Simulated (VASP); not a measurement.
# Local probes of BaThO3, part 2 of 2

Aim: the field gradients that the nuclei of BaThO3 feel, by functional. The cell has space group Pm-3m. The start is a cell from a database of measured crystal structures.

VASP 6.6.1, plane waves and PAW; the level of theory is named at each step.

So far. Step 2 (Local probes at LDA): The largest gradient is -60.01 V/Å², at O3.

The database entry behind the starting cell is an old determination (1934), so it need not match the best structure at ambient conditions.

## Step 3: Local probes at r2SCAN

This step: r2SCAN; plane waves and PAW (Th, Ba_sv_GW, O) (VASP 6.6.1).

Field gradients probe the charge near the nuclei, so LASPH is on and the cutoff is at least 1.4 times the default of the data sets; this run is at r2SCAN.

INCAR reads:

```
SYSTEM = BaThO3
PREC = Accurate
ENCUT = 560
EDIFF = 1E-07
NELM = 100
ISMEAR = -1
SIGMA = 0.05
LREAL = .FALSE.
ALGO = Normal
METAGGA = R2SCAN
LASPH = .TRUE.
NBANDS = 26
LORBIT = 11
LWAVE = .FALSE.
LCHARG = .FALSE.
KPAR = 4
LEFG = .TRUE.
```

POSCAR reads:

```
BaThO3
1.0
    4.4800000000      0.0000000000      0.0000000000
    0.0000000000      4.4800000000      0.0000000000
    0.0000000000      0.0000000000      4.4800000000
Th Ba O
1 1 3
Direct
    0.5000000000      0.5000000000      0.5000000000
    0.0000000000      0.0000000000      0.0000000000
    0.5000000000      0.0000000000      0.5000000000
    0.0000000000      0.5000000000      0.5000000000
    0.5000000000      0.5000000000      0.0000000000
```

KPOINTS reads:

```
Automatic mesh
0
Gamma
6 6 6
0 0 0
```

PAW data sets: Th, Ba_sv_GW and O (PBE family, release 64).

The run is started by

```console
$ mpirun -np 4 vasp_std
```

What it wrote:

```text
[banner, memory and clock lines left out]
running    4 mpi-ranks, on    1 nodes
 distrk:  each k-point on    1 cores,    4 groups
 distr:  one band on    1 cores,    1 groups

 POSCAR found type information on POSCAR ThBaO
 POSCAR found :  3 types and       5 ions
 [... a notice as in an earlier step ...]

 LDA part: xc-table for (None), standard interpolation
 POSCAR, INCAR and KPOINTS ok, starting setup
 FFT: planning ... GRIDC
 FFT: planning ... GRID_SOFT
 FFT: planning ... GRID
 WAVECAR not read
 entering main loop
       N       E                     dE             d eps       ncg     rms          rms(c)
DAV:   1     0.461709177577E+03    0.46171E+03   -0.18766E+04  1040   0.166E+03
DAV:   2    -0.298936845187E+02   -0.49160E+03   -0.47975E+03  1400   0.507E+02
DAV:   3    -0.150562034492E+03   -0.12067E+03   -0.11717E+03  1806   0.227E+02
DAV:   4    -0.157322843206E+03   -0.67608E+01   -0.67455E+01  1824   0.609E+01
DAV:   5    -0.157573387961E+03   -0.25054E+00   -0.25029E+00  1728   0.924E+00    0.533E+01
DAV:   6    -0.136386216123E+03    0.21187E+02   -0.33628E+01  1256   0.348E+01    0.439E+01
DAV:   7    -0.136851716816E+03   -0.46550E+00   -0.63960E+00  1780   0.202E+01    0.283E+01
DAV:   8    -0.137201313461E+03   -0.34960E+00   -0.57433E+00  1470   0.150E+01    0.114E+01
DAV:   9    -0.136802418479E+03    0.39889E+00   -0.31485E+00  1512   0.108E+01    0.154E+00
DAV:  10    -0.136807566311E+03   -0.51478E-02   -0.15306E-01  1634   0.285E+00    0.160E+00
DAV:  11    -0.136807885306E+03   -0.31900E-03   -0.12280E-02  1736   0.104E+00    0.597E-01
DAV:  12    -0.136807413694E+03    0.47161E-03   -0.48332E-03  1500   0.437E-01    0.172E-01
DAV:  13    -0.136807509369E+03   -0.95675E-04   -0.57201E-04  1624   0.207E-01    0.895E-02
DAV:  14    -0.136807508166E+03    0.12032E-05   -0.22726E-05  1816   0.386E-02    0.673E-02
DAV:  15    -0.136807496503E+03    0.11663E-04   -0.57915E-05  1432   0.442E-02    0.123E-02
DAV:  16    -0.136807496984E+03   -0.48132E-06   -0.51407E-06  1680   0.207E-02    0.158E-02
DAV:  17    -0.136807497175E+03   -0.19114E-06   -0.58852E-07  1380   0.516E-03    0.627E-03
DAV:  18    -0.136807497410E+03   -0.23504E-06   -0.12840E-07   926   0.304E-03    0.136E-03
DAV:  19    -0.136807497481E+03   -0.71025E-07   -0.50550E-08   838   0.351E-03
ion   1
     0.0000000     0.0000000    -0.0000000    -0.0000000    -0.0000000    -0.0000000
     0.0000714     0.0000000    -0.0000000    -0.0000000    -0.0000000    -0.0000000
     0.0000984     0.0000000    -0.0000000    -0.0000000    -0.0000000    -0.0000000
     0.0001354     0.0000000    -0.0000000    -0.0000000    -0.0000000    -0.0000000
     0.0001865     0.0000000    -0.0000000    -0.0000000    -0.0000000    -0.0000000

     0.0000000    -0.0000000    -0.0000000    -0.0000000    -0.0000000    -0.0000000
     0.0000714    -0.0000000    -0.0000000    -0.0000000    -0.0000000    -0.0000000
     0.0000984    -0.0000000    -0.0000000    -0.0000000    -0.0000000    -0.0000000
     0.0001354    -0.0000000    -0.0000000    -0.0000000    -0.0000000    -0.0000000
     0.0001865    -0.0000000    -0.0000000    -0.0000000    -0.0000000    -0.0000000

ion   2
     0.0000000     0.0000000    -0.0000000     0.0000000    -0.0000000     0.0000000
     0.0000600     0.0000000    -0.0000000     0.0000000    -0.0000000     0.0000000
     0.0000826     0.0000000    -0.0000000     0.0000000    -0.0000000     0.0000000
     0.0001137     0.0000000    -0.0000000     0.0000000    -0.0000000     0.0000000
     0.0001566     0.0000000    -0.0000000     0.0000000    -0.0000000     0.0000000

     0.0000000     0.0000000    -0.0000000     0.0000000    -0.0000000     0.0000000
     0.0000600     0.0000000    -0.0000000     0.0000000    -0.0000000     0.0000000
     0.0000826     0.0000000    -0.0000000     0.0000000    -0.0000000     0.0000000
     0.0001137     0.0000000    -0.0000000     0.0000000    -0.0000000     0.0000000
     0.0001566     0.0000000    -0.0000000     0.0000000    -0.0000000     0.0000000

ion   3
     0.0000000     0.0000000    -0.0000000    -9.3905094    -0.0000000   -16.2648395
     0.0000293     0.0000000    -0.0000000    -9.3905094    -0.0000000   -16.2648393
     0.0000403     0.0000000    -0.0000000    -9.3905093    -0.0000000   -16.2648392
     0.0000555     0.0000000    -0.0000000    -9.3905092    -0.0000000   -16.2648391
     0.0000765     0.0000000    -0.0000000    -9.3905090    -0.0000000   -16.2648387

     0.0000000     0.0000000    -0.0000000   -25.9569591    -0.0000000   -44.9587720
     0.0000293     0.0000000    -0.0000000   -25.9569529    -0.0000000   -44.9587612
     0.0000403     0.0000000    -0.0000000   -25.9569487    -0.0000000   -44.9587539
     0.0000555     0.0000000    -0.0000000   -25.9569415    -0.0000000   -44.9587415
     0.0000765     0.0000000    -0.0000000   -25.9569295    -0.0000000   -44.9587206

ion   4
     0.0000000    -0.0000000     0.0000000    -9.3905094     0.0000000    16.2648395
     0.0000293    -0.0000000     0.0000000    -9.3905094     0.0000000    16.2648393
     0.0000403    -0.0000000     0.0000000    -9.3905093     0.0000000    16.2648392
     0.0000555    -0.0000000     0.0000000    -9.3905092     0.0000000    16.2648391
     0.0000765    -0.0000000     0.0000000    -9.3905090     0.0000000    16.2648387

     0.0000000    -0.0000000     0.0000000   -25.9569591     0.0000000    44.9587720
     0.0000293    -0.0000000     0.0000000   -25.9569529     0.0000000    44.9587612
     0.0000403    -0.0000000     0.0000000   -25.9569487     0.0000000    44.9587539
     0.0000555    -0.0000000     0.0000000   -25.9569415     0.0000000    44.9587415
     0.0000765    -0.0000000     0.0000000   -25.9569295     0.0000000    44.9587206

ion   5
     0.0000000     0.0000000    -0.0000000    18.7810189    -0.0000000     0.0000000
     0.0000293     0.0000000    -0.0000000    18.7810187    -0.0000000     0.0000000
     0.0000403     0.0000000    -0.0000000    18.7810186    -0.0000000     0.0000000
     0.0000555     0.0000000    -0.0000000    18.7810184    -0.0000000     0.0000000
     0.0000765     0.0000000    -0.0000000    18.7810180    -0.0000000     0.0000000

     0.0000000     0.0000000    -0.0000000    51.9139183    -0.0000000     0.0000000
     0.0000293     0.0000000    -0.0000000    51.9139057    -0.0000000     0.0000000
     0.0000403     0.0000000    -0.0000000    51.9138973    -0.0000000     0.0000000
     0.0000555     0.0000000    -0.0000000    51.9138830    -0.0000000     0.0000000
     0.0000765     0.0000000    -0.0000000    51.9138589    -0.0000000     0.0000000

   1 F= -.13680750E+03 E0= -.13680750E+03  d E =-.373988E-10
```

Wall time 36 s (4 MPI ranks of Intel Xeon 6975P-C (Granite Rapids), shared host); peak memory 1.1 GiB.

Parts of OUTCAR (step 3):

```text
The static configuration has the point symmetry O_h .

 Found     20 irreducible k-points:

   NELECT =      40.0000    total number of electrons

 E-fermi :   5.7842

 k-point     1 :       0.0000    0.0000    0.0000
  band No.  band energies     occupation
    ...
     16       2.5338      2.00000
     17       2.5338      2.00000
     18       4.7049      2.00000
     19       4.7049      2.00000
     20       4.7049      2.00000
     21       8.1176      0.00000
     22       8.1176      0.00000
     23       8.6026      0.00000
     24       8.7040      0.00000
     25       8.7040      0.00000
    ...

 k-point     2 :       0.1667    0.0000    0.0000
  band No.  band energies     occupation
    ...
     16       2.4634      2.00000
     17       2.4634      2.00000
     18       3.9523      2.00000
     19       4.6402      2.00000
     20       4.6402      2.00000
     21       8.4573      0.00000
     22       8.4628      0.00000
     23       8.8276      0.00000
     24       9.1326      0.00000
     25       9.1326      0.00000
    ...

  Total        4.7791819      4.7791819      4.7791819      0.0000000      0.0000000     -0.0000000
  in kB       85.1589115     85.1589115     85.1589115      0.0000000      0.0000000     -0.0000000
  external PRESSURE =      85.1589115 kB  Pullay stress =       0.0000000 kB

  FREE ENERGIE OF THE ION-ELECTRON SYSTEM (eV)
  ---------------------------------------------------
  free  energy   TOTEN  =      -136.8074974813 eV

  energy  without entropy=     -136.8074974813  energy(sigma->0) =     -136.80749748

 Electric field gradients after diagonalization (V/A^2)
 (convention: |V_zz| > |V_xx| > |V_yy|)
----------------------------------------------------------------------
 ion       V_xx      V_yy      V_zz     asymmetry (V_yy - V_xx)/ V_zz
----------------------------------------------------------------------
   1      -0.000     0.000     0.000       0.490
   2      -0.000    -0.000    -0.000      -0.016
   3      29.441    29.441   -58.881       0.000
   4      29.441    29.441   -58.881       0.000
   5      29.441    29.441   -58.881       0.000
----------------------------------------------------------------------

 total charge
# of ion       s       p       d       f       tot
--------------------------------------------------
    1        2.155   5.937   1.022   0.769   9.883
    2        1.956   4.575   0.075   0.011   6.618
    3        1.574   3.494   0.000   0.000   5.068
    4        1.574   3.494   0.000   0.000   5.068
    5        1.574   3.494   0.000   0.000   5.068
--------------------------------------------------
tot          8.832  20.996   1.097   0.780  31.705

[... 9 parts as in an earlier step ...]

[... 5 further parts left out ...]
```

The PAW data sets were made with PBE, which is usual practice but a small mismatch for other functionals.

Numbers from this step:

| Item | Value |
| --- | --- |
| free energy (TOTEN) | -136.8075 eV |
| Fermi energy | 5.784 eV |
| pressure | 8.516 GPa |

Ordered as |Vzz| ≥ |Vxx| ≥ |Vyy|, the program's way. Electric field gradients, by row:

```
atom  Vxx (V/Å²)  Vyy (V/Å²)  Vzz (V/Å²)  asymmetry
 Th1           0           0           0          -
 Ba2           0           0           0          -
  O3       29.44       29.44      -58.88          0
  O4       29.44       29.44      -58.88          0
  O5       29.44       29.44      -58.88          0
```

The largest gradient is -58.88 V/Å², at O3.

## Step 4: Summary

This step: electric field gradients, LDA, r2SCAN; plane waves and PAW (VASP 6.6.1).

This step runs nothing: it gathers the runs above.

Cost is wall time times ranks on a shared host. EFG, by row:

```
functional  Vzz Th1 (V/Å²)  Vzz Ba2 (V/Å²)  Vzz O3 (V/Å²)  cost (core minutes)
       LDA               0               0         -60.01                 0.76
    r2SCAN               0               0         -58.88                  2.4
```

## Step 5: Outcome

```
LDA    : largest |Vzz| 60.0 V/Å²
r2SCAN : largest |Vzz| 58.9 V/Å²
```

The largest field gradient is that at O3, Vzz = -60.0 V/Å² at LDA, with an asymmetry of 0.00. On that site the functionals span -60.0 to -58.9 V/Å², at costs of 0.76 to 2.4 core minutes. For isotopes with a quadrupole moment, the coupling follows from Vzz times that moment. Kohn-Sham core levels are too shallow against measured binding energies; only differences between inequivalent sites of one element, where there are any, carry meaning. The given cell is kept, although it stands at +3.2 GPa at LDA and ENCUT = 560 eV, which holds the mismatch of the given cell with this functional, any error of the entry itself and any basis-set error. Not tabulated here, as repeats of values shown or as unfit to read for their mesh, reference level or band range: gaps (local probes).

[Lines on the potential files, build, host, timing and source positions are cut from VASP's logs without a mark.]

[Logs are printed without paths, hosts, clocks, repeated set-up lines and the standing remarks that a program may print on its own settings, such as how far it seeks lower states.]

[Hosts, paths, dates, database ids (printed as entryN), source tags and the programs' standing remarks are cut or masked in the printed files.]
